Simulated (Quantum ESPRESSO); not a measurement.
## Nb under changes of volume

One of the cells (18.922 Å³/atom); the others are scaled copies at fixed shape and fractional positions:

```
Nb
1.0
     0.00000    2.11500    2.11500
     2.11500    0.00000    2.11500
     2.11500    2.11500    0.00000
Nb
1
Direct
  0.00000 0.00000 0.00000
```

This isn't the form of Nb at room conditions, which is bcc.

| Property | Result |
| --- | --- |
| Program | Quantum ESPRESSO 7.5 |
| Functional | LDA |
| Potentials or basis | GBRV 1.5 LDA |
| Cutoff | 612 eV |
| Density cutoff | 4898 eV |
| k mesh | 11 × 11 × 11 |
| Occupations | fermi-dirac, width 0.05 eV |
| Spin | no spin polarisation |

```tsv
volume (Å³/atom)	energy over the lowest point (meV/atom)	pressure (GPa)
17.786	0.00	-1.4
18.165	6.99	-5.1
18.543	22.33	-8.4
18.922	45.06	-11.4
19.300	74.64	-14.1
19.679	110.30	-16.5
20.057	?	?
```

Question: What does the run at 20.057 Å³/atom give?

Answer: Energy over the lowest point 151.46 meV/atom; pressure -18.6 GPa.

Worked out: A Birch-Murnaghan fit of order 3 (a polynomial in V^(-2/3)) to the other rows has its minimum at 17.68 Å³/atom, just outside them, with B0 = V·E''(V) = 187 GPa and B' = 3.8. It gives 151.40 meV/atom at 20.057 Å³/atom, against the run's 151.46, and -dE/dV = -18.5 GPa, against -18.6.

Energies are extrapolated to zero smearing.
